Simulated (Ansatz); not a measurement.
# InSb: the cost of one run

Method: DFT PBE, scalar-relativistic, plane waves, PAW, in Ansatz 0.2.0.

1 further run of the same task is left out (it didn't finish).

## Step 1: The system as given

Symmetry: Fm-3m, No. 225, cubic system. The conventional cell has a = 6.150 Å, b = 6.150 Å, c = 6.150 Å, α = 90.00°, β = 90.00°, γ = 90.00°. Around In (site symmetry m-3m) lie 6 Sb at 3.08 Å. Sb (site symmetry m-3m) has 6 In at 3.08 Å as nearest neighbours.

As a file:

```
CELL_PARAMETERS angstrom
0.00000 3.07518 3.07518
3.07518 0.00000 3.07518
3.07518 3.07518 0.00000
ATOMIC_POSITIONS crystal
In 0.00000 0.00000 0.00000
Sb 0.50000 0.50000 0.50000
```

It goes back to an entry of the Materials Project, which need not be the stable form.

## Step 2: Plan of the line

The energy is mapped over two homogeneous strains (x along [1 0 0], y along [0 1 0], z along [0 0 1] of the conventional cell).

First coordinate, strain +e along x and -e along y: 7 values from −11.0 %. Second coordinate, strain +e along z and -e/2 along x and y: 7 values from −15 to 15 %.

Nothing else is relaxed (symmetry fixes all fractional coordinates). Energies count from the relaxed crystal. Points are written as (first, second).

## Step 3: Point (−11.0 %, −15 %)

input.yaml

```yaml
crystal:
  lattice:
    - [0.0, 3.6440928005, 2.6139062282]
    - [2.967552365, 0.0, 2.6139062282]
    - [2.967552365, 3.6440928005, 0.0]
  atoms:
    - { symbol: In, position: [0.0, 0.0, 0.0] }
    - { symbol: Sb, position: [0.5, 0.5, 0.5] }
basis:
  ecutwfc: 420
kpoints:
  mp_grid: { grid: [12, 12, 12] }
hamiltonian:
  xc: pbe
  pseudopotentials: { kind: paw, azcp: { folder: soft_1 } }
scf:
  occupations: { method: gaussian, width: 0.15 }
output:
  forces: true
  stress: true
  eigenvalues: true
```

Launch:

```console
> ansatz run input.yaml --threads 1 --pin off --max-ram 2048MiB --backend cpu --events-out ev --progress --plain --runs-dir out
```

Q: Estimate wall time and peak memory on 1 thread of Arm Neoverse N1, shared host.

About 26 s, with a peak of 0.48 GiB.
